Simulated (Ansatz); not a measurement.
# Tungsten, hcp under r²SCAN: ground state and equation of state, part 1 of 2

Aim: take tungsten in the hcp structure, relax it, solve it on a dense k-mesh, switch on spin-orbit coupling, then scale the cell to 7 volumes from 88 to 112 % of the relaxed one and try a fit of the equation of state. The k-meshes are 13×13×7 for the relaxation; 21×21×11 for the dense run; 13×13×7 for spin-orbit coupling; 15×15×7 for the volumes.

This is W in the hcp structure; at room conditions it is bcc.

Computed with Ansatz 0.2.0 (DFT r2SCAN, plane waves (500 eV) with PAW, scalar-relativistic; PAW files made under PBE, frozen cores solved again for the functional, unless a step says otherwise).

### 1 The starting structure

Symmetry: P6_3/mmc, No. 194, hexagonal system. Conventional cell: a = 2.819 Å, b = 2.819 Å, c = 4.604 Å, α = 90.00°, β = 90.00°, γ = 120.00°. Around W (site symmetry -6m2) lie 12 W at 2.82 Å.

Structure file:

```cif
data_structure
_symmetry_space_group_name_H-M 'P 1'
_symmetry_Int_Tables_number 1
_cell_length_a 2.8194
_cell_length_b 2.8194
_cell_length_c 4.6041
_cell_angle_alpha 90.000
_cell_angle_beta 90.000
_cell_angle_gamma 120.000
_cell_volume 31.69
loop_
_atom_site_label
_atom_site_type_symbol
_atom_site_fract_x
_atom_site_fract_y
_atom_site_fract_z
_atom_site_occupancy
W1 W 0.33333 0.66667 0.25000 1
W2 W 0.66667 0.33333 0.75000 1
```

### 2 Geometry optimisation

The input, input.yaml:

```yaml
crystal:
  lattice:
    - [2.8194054199, 0.0, 0.0]
    - [-1.40970271, 2.4416767172, 0.0]
    - [0.0, 0.0, 4.6040890507]
  atoms:
    - { symbol: W, position: [0.3333333333, 0.6666666667, 0.25] }
    - { symbol: W, position: [0.6666666667, 0.3333333333, 0.75] }
hamiltonian:
  xc: r2scan
  pseudopotentials:
    kind: paw
    azcp:
      W: "pseudopotentials/W.paw.azcp"
basis:
  ecutwfc: 500
  fft_grid_basis: typed
kpoints:
  mp_grid: { grid: [13, 13, 7], shift: [0, 0, 0] }
magnetization:
  spin_polarized: false
scf:
  occupations: { method: fermi_dirac, width: 0.1 }
relax:
  max_steps: 60
  f_tol: 0.01
  cell: {}
output:
  write_density: true
  write_potential: true
  elf: true
  volumetric_format: npy
```

Run with:

```
$ ansatz run input.yaml --threads 1 --pin off --max-ram 3584MiB --backend cpu --events-out ev --progress --plain --runs-dir out
```

Standard output:

```text
Engine: ansatz 0.2.0, x86_64-unknown-linux-gnu
Pseudopotentials: kind: paw
Pseudopotential: W, paw, valence charge 14, recommended cutoff 500 eV (meta_gga), <dir>
Functional definition: r2SCAN
  parameter k0 = 0.174
  parameter k1 = 0.065
  parameter a1 = 4.9479
  exchange = r2scan_x(k0 = k0, k1 = k1, a1 = a1)
  correlation = r2scan_c
Crystal: 2 atoms, lattice volume = 31.695 Å³
Basis set: ecut = 500 eV, 785 PW (Γ), exchange–correlation on 96×96×144 points (64 copies of the dense FFT grid, shifted against one another)
Bands: 18, of which v1, the nominal top of the filled ones, is band 14 counted from 1 (13 counted from 0)
Symmetry: 24 space group operations
Space group: P63/mmc (ITA 194), of the structure as read, at distance tolerance 3.2e-5 Å
k-points: 84 of 1183
Non-local potential: W, projectors of the file, l = 0: 3, l = 1: 2, l = 2: 2, l = 3: 1
PAW form: soft (Blöchl's): semilocal exchange-correlation on the pseudo side does not see the compensation charge
PAW frozen core: W, regenerated for the run's functional (the file was generated under x = pbe(κ = 0.804, μ = 0.2195149727645171), c = pbe(β = 0.06672455060314922))
PAW one-centre angular grid: W, 590 points (default); XC on 160 Gauss nodes
Initial density: superposition of atomic densities (neutral atoms: chi_scale 0, normalization atom), corrected by the library's trained network
Initial wavefunctions: pseudopotential atomic-orbital guess
Functional: x = r2scan, c = r2scan; τ floored in thin density (d = 2e-4 eV/Å³)
SCF iter   1: F=—  HF=-20793.278296 eV  |F-HF|=—  |Δ(HF+E_count)|=         —  Δρ=1.02e-2  dr2=2.69e-2  dr2_τ=9.25e-2  ethr=1.77e-3  ⟨swp⟩=5.1  Hψ=7035  notcnv=0
preconditioner: auto → none  [metal: Δε(μ)=0.019 eV  Ē_g=5.679 eV  σ=0.100 eV  W_gap=0.05  n_scr=8 (ndim 8)  ℏωp=22.8 eV  f_vac=0.000  D(μ)=2.63/eV (n_scr^D=34)  sad-step TF]
SCF iter   2: F=—  HF=-20793.300180 eV  |F-HF|=—  |Δ(HF+E_count)|=   2.19e-2  Δρ=5.95e-3  dr2=9.08e-3  dr2_τ=3.82e-4  ethr=9.62e-5  ⟨swp⟩=2.1  Hψ=2508  notcnv=0
SCF iter   3: F=—  HF=-20793.299056 eV  |F-HF|=—  |Δ(HF+E_count)|=   1.12e-3  Δρ=7.30e-4  dr2=1.25e-4  dr2_τ=1.12e-5  ethr=3.24e-5  ⟨swp⟩=2.0  Hψ=2031  notcnv=0
SCF iter   4: F=—  HF=-20793.299072 eV  |F-HF|=—  |Δ(HF+E_count)|=   1.59e-5  Δρ=1.91e-4  dr2=4.57e-6  dr2_τ=5.53e-7  ethr=4.47e-7  ⟨swp⟩=2.0  Hψ=1978  notcnv=0
SCF iter   5: F=—  HF=-20793.299077 eV  |F-HF|=—  |Δ(HF+E_count)|=   5.08e-6  Δρ=1.20e-5  dr2=1.83e-8  dr2_τ=4.70e-9  ethr=1.63e-8  ⟨swp⟩=2.3  Hψ=2390  notcnv=0
SCF iter   6: F=-20793.299077 eV  HF=-20793.299077 eV  |F-HF|=3.24e-10  |Δ(HF+E_count)|=   1.57e-8  Δρ=2.73e-6  dr2=1.55e-9  dr2_τ=2.67e-10  ethr=6.53e-11  ⟨swp⟩=6.2  Hψ=9309  notcnv=0
SCF 1 converged in 6 iterations: F = -20793.299077 eV  dr2 = 1.55e-9
relax step   1: F+E_penalty+E_count = -20793.29907740 eV  Δ(F+E_penalty+E_count) = +0.000e0 eV  max|allowed force component| = 1.908e-17 eV/Å  Δτ_max = 0.0000 Å  P = +6.364 GPa  Ω = 31.695 Å³  (6 SCF iters, dr2 threshold 1.00e-7 eV, accepted)
Crystal: 2 atoms, lattice volume = 33.034 Å³
Basis set: ecut = 500 eV, 845 PW (Γ), exchange–correlation on 96×96×144 points (64 copies of the dense FFT grid, shifted against one another)
Initial density: handed on by an earlier stage of this run
Initial wavefunctions: those handed on with the density
iter 1 solved again at ethr=1.78e-4 eV; its pass at ethr=3.10e-3 eV (dr2=4.99e-2 eV) is discarded
SCF iter   1: F=—  HF=-20793.312558 eV  |F-HF|=—  |Δ(HF+E_count)|=         —  Δρ=1.32e-2  dr2=5.11e-2  dr2_τ=1.55e-1  ethr=1.78e-4  ⟨swp⟩=1.0  Hψ=9418  notcnv=0
preconditioner: auto → Kerker (q_TF=auto, 2.654 Å⁻¹)  [metal: Δε(μ)=0.027 eV  Ē_g=5.488 eV  σ=0.100 eV  W_gap=0.07  n_scr=10 (ndim 8)  ℏωp=22.4 eV  f_vac=0.000  D(μ)=2.16/eV (n_scr^D=22)]
SCF iter   2: F=—  HF=-20793.425083 eV  |F-HF|=—  |Δ(HF+E_count)|=   1.13e-1  Δρ=6.35e-3  dr2=8.70e-3  dr2_τ=7.06e-4  ethr=1.78e-4  ⟨swp⟩=2.0  Hψ=2699  notcnv=0
SCF iter   3: F=—  HF=-20793.425834 eV  |F-HF|=—  |Δ(HF+E_count)|=   7.51e-4  Δρ=2.43e-3  dr2=1.60e-3  dr2_τ=1.14e-4  ethr=3.11e-5  ⟨swp⟩=1.7  Hψ=1734  notcnv=0
SCF iter   4: F=—  HF=-20793.425721 eV  |F-HF|=—  |Δ(HF+E_count)|=   1.13e-4  Δρ=4.12e-4  dr2=5.09e-5  dr2_τ=2.03e-6  ethr=5.70e-6  ⟨swp⟩=2.4  Hψ=2130  notcnv=0
SCF iter   5: F=—  HF=-20793.425724 eV  |F-HF|=—  |Δ(HF+E_count)|=   3.75e-6  Δρ=9.05e-5  dr2=2.93e-6  dr2_τ=1.59e-7  ethr=1.82e-7  ⟨swp⟩=2.3  Hψ=2201  notcnv=0
SCF iter   6: F=—  HF=-20793.425724 eV  |F-HF|=—  |Δ(HF+E_count)|=   1.54e-7  Δρ=3.33e-5  dr2=3.55e-7  dr2_τ=1.83e-8  ethr=1.05e-8  ⟨swp⟩=2.0  Hψ=2377  notcnv=0
SCF iter   7: F=-20793.425724 eV  HF=-20793.425724 eV  |F-HF|=2.09e-8  |Δ(HF+E_count)|=   1.85e-8  Δρ=1.26e-5  dr2=5.36e-8  dr2_τ=1.93e-9  ethr=7.14e-10  ⟨swp⟩=8.3  Hψ=8963  notcnv=0
SCF 2 converged in 7 iterations: F = -20793.425724 eV  dr2 = 5.36e-8
relax step   2: F+E_penalty+E_count = -20793.42572418 eV  Δ(F+E_penalty+E_count) = -1.266e-1 eV  max|allowed force component| = 4.626e-17 eV/Å  Δτ_max = 0.0000 Å  P = -5.089 GPa  Ω = 33.034 Å³  energy of the carried Pulay correction = -6.962e-4 eV  (7 SCF iters, dr2 threshold 2.00e-7 eV, accepted)
Crystal: 2 atoms, lattice volume = 33.080 Å³
Basis set: ecut = 500 eV, 823 PW (Γ), exchange–correlation on 96×96×144 points (64 copies of the dense FFT grid, shifted against one another)
iter 1 solved again at ethr=2.52e-4 eV; its pass at ethr=3.10e-3 eV (dr2=7.07e-2 eV) is discarded
SCF iter   1: F=—  HF=-20793.400075 eV  |F-HF|=—  |Δ(HF+E_count)|=         —  Δρ=1.42e-2  dr2=7.11e-2  dr2_τ=1.47e-1  ethr=2.52e-4  ⟨swp⟩=1.0  Hψ=9961  notcnv=0
preconditioner: auto → Kerker (q_TF=auto, 2.654 Å⁻¹)  [metal: Δε(μ)=0.015 eV  Ē_g=5.559 eV  σ=0.100 eV  W_gap=0.04  n_scr=10 (ndim 8)  ℏωp=22.4 eV  f_vac=0.000  D(μ)=1.55/eV (n_scr^D=10)]
SCF iter   2: F=—  HF=-20793.468860 eV  |F-HF|=—  |Δ(HF+E_count)|=   6.88e-2  Δρ=6.75e-3  dr2=1.36e-2  dr2_τ=7.98e-4  ethr=2.52e-4  ⟨swp⟩=2.2  Hψ=2721  notcnv=0
SCF iter   3: F=—  HF=-20793.467887 eV  |F-HF|=—  |Δ(HF+E_count)|=   9.72e-4  Δρ=2.29e-3  dr2=1.89e-3  dr2_τ=1.03e-4  ethr=4.85e-5  ⟨swp⟩=1.7  Hψ=1845  notcnv=0
SCF iter   4: F=—  HF=-20793.467535 eV  |F-HF|=—  |Δ(HF+E_count)|=   3.52e-4  Δρ=3.60e-4  dr2=2.28e-5  dr2_τ=1.56e-6  ethr=6.75e-6  ⟨swp⟩=2.4  Hψ=2147  notcnv=0
SCF iter   5: F=—  HF=-20793.467547 eV  |F-HF|=—  |Δ(HF+E_count)|=   1.12e-5  Δρ=5.79e-5  dr2=1.18e-6  dr2_τ=1.16e-7  ethr=8.16e-8  ⟨swp⟩=2.4  Hψ=2595  notcnv=0
SCF iter   6: F=-20793.467546 eV  HF=-20793.467546 eV  |F-HF|=4.86e-8  |Δ(HF+E_count)|=   1.00e-7  Δρ=2.25e-5  dr2=1.75e-7  dr2_τ=5.78e-9  ethr=7.14e-10  ⟨swp⟩=8.9  Hψ=9533  notcnv=0
SCF 3 converged in 6 iterations: F = -20793.467546 eV  dr2 = 1.75e-7
relax step   3: F+E_penalty+E_count = -20793.46754636 eV  Δ(F+E_penalty+E_count) = -4.182e-2 eV  max|allowed force component| = 7.170e-17 eV/Å  Δτ_max = 0.0000 Å  P = -3.138 GPa  Ω = 33.080 Å³  energy of the carried Pulay correction = -7.139e-4 eV  (6 SCF iters, dr2 threshold 2.00e-7 eV, accepted)
[... 10 lines left out ...]
relax step   4: F+E_penalty+E_count = -20793.48324131 eV  Δ(F+E_penalty+E_count) = -1.569e-2 eV  max|allowed force component| = 1.388e-17 eV/Å  Δτ_max = 0.0000 Å  P = -1.323 GPa  Ω = 32.740 Å³  energy of the carried Pulay correction = -5.411e-4 eV  (5 SCF iters, dr2 threshold 2.00e-7 eV, accepted)
[... 8 lines left out ...]
relax step   5: F+E_penalty+E_count = -20793.48420169 eV  Δ(F+E_penalty+E_count) = -9.604e-4 eV  max|allowed force component| = 8.789e-17 eV/Å  Δτ_max = 0.0000 Å  P = +0.048 GPa  Ω = 32.603 Å³  energy of the carried Pulay correction = -4.702e-4 eV  (4 SCF iters, dr2 threshold 2.00e-7 eV, accepted)
[... 7 lines left out ...]
relax step   6: F+E_penalty+E_count = -20793.48420080 eV  Δ(F+E_penalty+E_count) = +8.903e-7 eV  max|allowed force component| = 6.476e-17 eV/Å  Δτ_max = 0.0000 Å  P = -0.000 GPa  Ω = 32.608 Å³  energy of the carried Pulay correction = -4.726e-4 eV  (3 SCF iters, dr2 threshold 1.28e-8 eV, accepted)
[... 10 lines left out ...]
relax step   7: F+E_penalty+E_count = -20793.48510651 eV  Δ(F+E_penalty+E_count) = -9.057e-4 eV  max|allowed force component| = 3.701e-17 eV/Å  Δτ_max = 0.0000 Å  P = +0.017 GPa  Ω = 32.608 Å³  stress off target by 5.46e-2 GPa  SCF on the basis re-selected at this cell (its energy is not comparable with the rows above)  (5 SCF iters)
[... 9 lines left out ...]
relax step   8: F+E_penalty+E_count = -20793.48510546 eV  Δ(F+E_penalty+E_count) = +1.048e-6 eV  max|allowed force component| = 9.483e-17 eV/Å  Δτ_max = 0.0000 Å  P = -0.001 GPa  Ω = 32.611 Å³  energy of the carried Pulay correction = -1.755e-6 eV  (4 SCF iters, dr2 threshold 7.45e-9 eV, accepted)
iter 1 solved again at ethr=4.76e-8 eV; its pass at ethr=3.10e-3 eV (dr2=1.33e-5 eV) is discarded
SCF iter   1: F=—  HF=-20793.485109 eV  |F-HF|=—  |Δ(HF+E_count)|=         —  Δρ=1.10e-6  dr2=1.46e-10  dr2_τ=9.48e-11  ethr=4.76e-8  ⟨swp⟩=4.6  Hψ=11295  notcnv=0
eigensolver tolerance schedule: the retry pair's looser diagonalisation over-reported the residual by 91537.59 of it (diagonalisation noise at an unbounded share of the residual, at the tolerance the schedule requests for it); recorded, not acted on — ethr = c·dr2/N_el stays at c = 1.0e-1
preconditioner: auto → Kerker (q_TF=auto, 2.660 Å⁻¹)  [metal: Δε(μ)=0.004 eV  Ē_g=5.617 eV  σ=0.100 eV  W_gap=0.01  n_scr=10 (ndim 8)  ℏωp=22.5 eV  f_vac=0.000  D(μ)=1.59/eV (n_scr^D=22)]
SCF iter   2: F=—  HF=-20793.485107 eV  |F-HF|=—  |Δ(HF+E_count)|=   2.61e-6  Δρ=6.43e-7  dr2=7.99e-11  dr2_τ=2.54e-11  ethr=1.00e-12  ⟨swp⟩=3.7  Hψ=3652  notcnv=0
SCF iter   3: F=-20793.485107 eV  HF=-20793.485107 eV  |F-HF|=0.00e0  |Δ(HF+E_count)|=  3.64e-12  Δρ=2.66e-7  dr2=1.74e-11  dr2_τ=1.03e-12  ethr=1.00e-12  ⟨swp⟩=6.0  Hψ=7587  notcnv=0
SCF 9 converged in 3 iterations: F = -20793.485107 eV  dr2 = 1.74e-11
relax step   9: F+E_penalty+E_count = -20793.48510662 eV  Δ(F+E_penalty+E_count) = -1.154e-6 eV  max|allowed force component| = 7.633e-17 eV/Å  Δτ_max = 0.0000 Å  P = -0.001 GPa  Ω = 32.611 Å³  stress off target by 4.01e-3 GPa  SCF on the basis re-selected at this cell (its energy is not comparable with the rows above)  (3 SCF iters)
basis re-selected at this cell: Δ(F+E_penalty+E_count) = -1.154e-6 eV, ΔP = +0.000 GPa vs the last step (what re-selecting the basis moved, of the pressure what is left beyond the Pulay correction that the steps carried, after the strain that the cell walked since its last selection, with what the two solves' SCF thresholds leave and, on support functions, any second-order correction that the steps lacked; it is no measure of the basis error at this ecutwfc). This SCF's stress stands 4.01e-3 GPa from its target on what of the cell is left free (relax.cell.stress_tol is 5.00e-2 GPa) and its largest allowed force component is 7.63e-17 eV/Å (relax.f_tol is 1.00e-2 eV/Å): within both
SCF converged after 3 iterations
Free energy (F): -20793.485107 eV
Harris-Foulkes:  -20793.485107 eV  (|F-HF|=0.00e0)
Internal energy: -20793.430357 eV  (E = F + TS)
E sigma→0 (E₀):  -20793.457732 eV
Entropy (-TS):   -0.054749 eV (-27.375 meV/atom)
Fermi energy:    21.422718 eV
--- Per-component energies (eV) ---
  E_band       = -208.683983
  E_kinetic    = 900.606329
  E_local      = -1250.373319  (includes V_loc(G=0)·N_el)
  E_nonlocal   = 3.029996
  E_hartree    = 448.224430
  E_xc         = -497.348958
  E_vxc        = -518.928728  (∫ρ·V_xc dr)
  E_paw        = -17186.355011  (= ΣΔE_a)
  E_vpaw       = -266.365045  (= ΣTr[D̂ρ^β])
  E_aug_tail   = -0.000104  (compensation charges beyond the density's cutoff)
  E_vtau       = 26.898081  (kinetic-family band-sum trace: ∫τ·v_τ [+ j·A + Jᵃ·Aᵃ] dr)
  E_ewald      = -3210.037821
  E_core_change = -1.175898  (= ΣΔE_core)
  E_smearing   = -0.054749  (= −TS)
  E_closure    = 0.000000  (closes the sum)
  Σ components = -20793.485107   (vs F -20793.485107, Δ=0.00e0)
--- Forces (eV/Å), atoms counted from 1 ---
  atom   1  W     -0.00000000     0.00000000     0.00000000
  atom   2  W      0.00000000    -0.00000000     0.00000000
  max |Σ_I F_I| component: 1.39e-17 eV/Å
--- Stress (GPa, compression-positive) ---
       -0.000049      -0.000000       0.000000
       -0.000000      -0.000049      -0.000000
        0.000000      -0.000000      -0.004006
  P = ⅓ Tr σ = -0.0014 GPa (-0.014 kbar)
--- Band table (eV; the first three rows and the last of 84) ---
  k-point 0: bands = ["-54.2146", "-54.1361", "-18.3659", "-17.3920", "-17.1539", "-17.1539", "-17.0599", "-17.0599", "11.8139", "15.1180", "19.4556", "20.8207", "20.9723", "20.9723", "21.5505", "21.5505", "23.7183", "23.7183"]
  k-point 1: bands = ["-54.2107", "-54.1400", "-18.3202", "-17.4430", "-17.1493", "-17.1493", "-17.0645", "-17.0645", "12.0152", "15.0594", "19.3704", "20.4155", "20.9507", "20.9507", "21.4784", "21.4784", "23.8964", "23.8964"]
  k-point 2: bands = ["-54.1999", "-54.1509", "-18.1911", "-17.5845", "-17.1363", "-17.1363", "-17.0776", "-17.0776", "12.5827", "14.8082", "19.1681", "19.6254", "20.9300", "20.9300", "21.3034", "21.3034", "24.3557", "24.3557"]
  k-point 83: bands = ["-54.0412", "-54.0395", "-18.1760", "-18.1706", "-17.9659", "-17.9260", "-17.5464", "-17.5295", "17.5573", "17.6240", "18.5511", "18.6277", "19.7734", "19.9429", "21.8758", "22.3923", "25.7434", "26.0992"]
--- Relaxed structure (7 steps of the walk, 7 accepted, 2 SCFs on fresh bases) ---
  F+E_penalty+E_count = -20793.48510662 eV   max|allowed force component| = 7.633e-17 eV/Å   (the final SCF, on the basis selected at the relaxed cell)
  cell:  # Å, volume = 32.6108 Å³
    - [2.7565853101290725, 2.8224229336113118e-11, 0.0]
    - [-1.3782926550889794, 2.3872729062566704, 0.0]
    - [0.0, 0.0, 4.955501451459638]
  atoms:
    - { symbol: W, position: [0.33333333333333337, 0.6666666666666666, 0.25] }
    - { symbol: W, position: [0.6666666666666667, 0.3333333333333333, 0.75] }
```

Run time: 66 s. Hardware: 1 thread of Intel Xeon Platinum 8259CL at 2.50GHz (Skylake/Cascade Lake), shared host; peak memory 0.64 GiB.

Step by step:

```
step  energy change (meV/atom)  largest force (eV/Å)  pressure (GPa)  volume (Å³/atom)
   1                      0.00                0.0000            6.36            15.847
   2                    -63.32                0.0000           -5.09            16.517
   3                    -84.23                0.0000           -3.14            16.540
   4                    -92.08                0.0000           -1.32            16.370
   5                    -92.56                0.0000            0.05            16.302
   6                    -92.56                0.0000            0.00            16.304
   7                    -93.01                0.0000            0.02            16.304
   8                    -93.01                0.0000            0.00            16.305
   9                    -93.01                0.0000            0.00            16.305
```

Steps that repeat a cell are solved on a basis chosen anew, so their changes of energy are no gain of the relaxation.

The cell of the run, before and after:

|  | before | after | change |
| --- | --- | --- | --- |
| a (Å) | 2.819 | 2.757 | -2.2 % |
| b (Å) | 2.819 | 2.757 | -2.2 % |
| c (Å) | 4.604 | 4.956 | +7.6 % |
| volume (Å³/atom) | 15.847 | 16.305 | +2.9 % |
| shortest distance (Å) | 2.819 | 2.757 | -2.2 % |
| space group (spins left aside) | P6_3/mmc | P6_3/mmc | same |

### 3 Dense single point

The input, input.yaml:

```yaml
crystal:
  lattice:
    - [2.7565853101, 0.0, 0.0]
    - [-1.3782926551, 2.3872729063, 0.0]
    - [0.0, 0.0, 4.9555014515]
  atoms:
    - { symbol: W, position: [0.3333333333, 0.6666666667, 0.25] }
    - { symbol: W, position: [0.6666666667, 0.3333333333, 0.75] }
hamiltonian:
  xc: r2scan
  pseudopotentials:
    kind: paw
    azcp:
      W: "pseudopotentials/W.paw.azcp"
basis:
  ecutwfc: 500
  fft_grid_basis: typed
kpoints:
  mp_grid: { grid: [21, 21, 11], shift: [0, 0, 0] }
magnetization:
  spin_polarized: false
scf:
  occupations: { method: fermi_dirac, width: 0.1 }
```

Run with:

```
$ ansatz run input.yaml --threads 1 --pin off --max-ram 3584MiB --backend cpu --events-out ev --progress --plain --runs-dir out
```

Standard output (excerpt; [...] marks lines left out):

```text
[...]
Pseudopotentials: kind: paw
Pseudopotential: W, paw, valence charge 14, recommended cutoff 500 eV (meta_gga), <dir>
Functional definition: r2SCAN
[...]
Crystal: 2 atoms, lattice volume = 32.611 Å³
Basis set: ecut = 500 eV, 823 PW (Γ), exchange–correlation on 96×96×160 points (64 copies of the dense FFT grid, shifted against one another)
Bands: 18, of which v1, the nominal top of the filled ones, is band 14 counted from 1 (13 counted from 0)
Symmetry: 24 space group operations
Space group: P63/mmc (ITA 194), of the structure as read, at distance tolerance 3.2e-5 Å
k-points: 288 of 4851
[...]
SCF iter   1: F=—  HF=-20793.453124 eV  |F-HF|=—  |Δ(HF+E_count)|=         —  Δρ=9.86e-3  dr2=2.08e-2  dr2_τ=9.16e-2  ethr=1.77e-3  ⟨swp⟩=5.2  Hψ=24484  notcnv=0
[...]
SCF iter   6: F=-20793.483085 eV  HF=-20793.483085 eV  |F-HF|=2.94e-8  |Δ(HF+E_count)|=   5.10e-7  Δρ=1.53e-5  dr2=3.53e-8  dr2_τ=3.49e-9  ethr=3.57e-10  ⟨swp⟩=3.0  Hψ=11839  notcnv=0
[...]
SCF converged after 6 iterations
Free energy (F): -20793.483085 eV
[...]
E sigma→0 (E₀):  -20793.453753 eV
Entropy (-TS):   -0.058664 eV (-29.332 meV/atom)
Fermi energy:    21.422371 eV
[...]
```

Wall time 14 s (1 thread of Intel Xeon Platinum 8259CL at 2.50GHz (Skylake/Cascade Lake), shared host); peak memory 0.67 GiB.

### 4 With spin-orbit coupling

Changes to input.yaml since step 3:

```diff
@@ -11,3 +11,3 @@
   pseudopotentials:
-    kind: paw
+    kind: paw_fr
     azcp:
@@ -18,5 +18,6 @@
 kpoints:
-  mp_grid: { grid: [21, 21, 11], shift: [0, 0, 0] }
+  mp_grid: { grid: [13, 13, 7], shift: [0, 0, 0] }
 magnetization:
-  spin_polarized: false
+  noncollinear: true
+  spin_orbit: true
 scf:
```

Run with:

```
$ ansatz run input.yaml --threads 1 --pin off --max-ram 3584MiB --backend cpu --events-out ev --progress --plain --runs-dir out
```

Standard output (excerpt; [...] marks lines left out):

```text
[...]
Pseudopotentials: kind: paw_fr
Pseudopotential: W, paw_fr, valence charge 14, recommended cutoff 500 eV (meta_gga), <dir>
Functional definition: r2SCAN
[...]
non-collinear run that drives no moment, with spin-orbit: no starting moment large enough to seed its density (crystal.atoms[].spin), no starting occupations that ask for one, no magnetisation constraint and no magnetic field, so the semilocal B_xc is pinned to zero
Crystal: 2 atoms, lattice volume = 32.611 Å³
Basis set: ecut = 500 eV, 823 PW (Γ), exchange–correlation on 96×96×160 points (64 copies of the dense FFT grid, shifted against one another)
Bands: 36, of which v1, the nominal top of the filled ones, is band 28 counted from 1 (27 counted from 0)
Symmetry: 24 space group operations + 24 with time reversal
Magnetic group: BNS 194.264 (UNI 1494), of the structure as read, at distance tolerance 3.2e-5 Å
[...]
spin=Noncollinear: Kerker preconditioning applied to the charge; magnetization (m_x, m_y, m_z) channels mix plain (no charge-response kernel on spin).
[...]
SCF iter   7: F=-20745.162033 eV  HF=-20745.162033 eV  |F-HF|=4.77e-9  |Δ(HF+E_count)|=   1.11e-7  Δρ=5.16e-6  dr2=4.27e-9  dr2_τ=1.34e-10  dr2_m=0.00e0 (ungated)  ethr=2.68e-10  |M|=0.00e0 ∫|m|=0.00e0 μB  |m|>n=0.0e0 m-floor=0.0e0 τ_xc=0.0e0  ⟨swp⟩=1.0  Hψ=4939  notcnv=0
[...]
SCF converged after 7 iterations
Magnetization: |M| = 0.0000 μB,  M = (+0.0000, +0.0000, +0.0000) μB
Absolute magnetization: 0.0000 μB (∫|m|)
  site 0: m = (+0.0000, +0.0000, +0.0000) μB, |m| = 0.0000 μB  (R = 1.14 Å)
  site 1: m = (+0.0000, +0.0000, +0.0000) μB, |m| = 0.0000 μB  (R = 1.14 Å)
Free energy (F): -20745.162033 eV
[...]
E sigma→0 (E₀):  -20745.137542 eV
Entropy (-TS):   -0.048983 eV (-24.492 meV/atom)
Fermi energy:    21.451901 eV
[...]
```

Wall time 41 s (1 thread of Intel Xeon Platinum 8259CL at 2.50GHz (Skylake/Cascade Lake), shared host); peak memory 0.67 GiB.

With and without spin-orbit coupling:

```
                          scalar-relativistic      with spin-orbit coupling
         k-mesh                      21×21×11                       13×13×7
gap on the mesh  none (levels filled in part)  none (levels filled in part)
```

The meshes differ, so small differences between the columns need not come from spin-orbit coupling.

(Continued in part 2 of 2.)
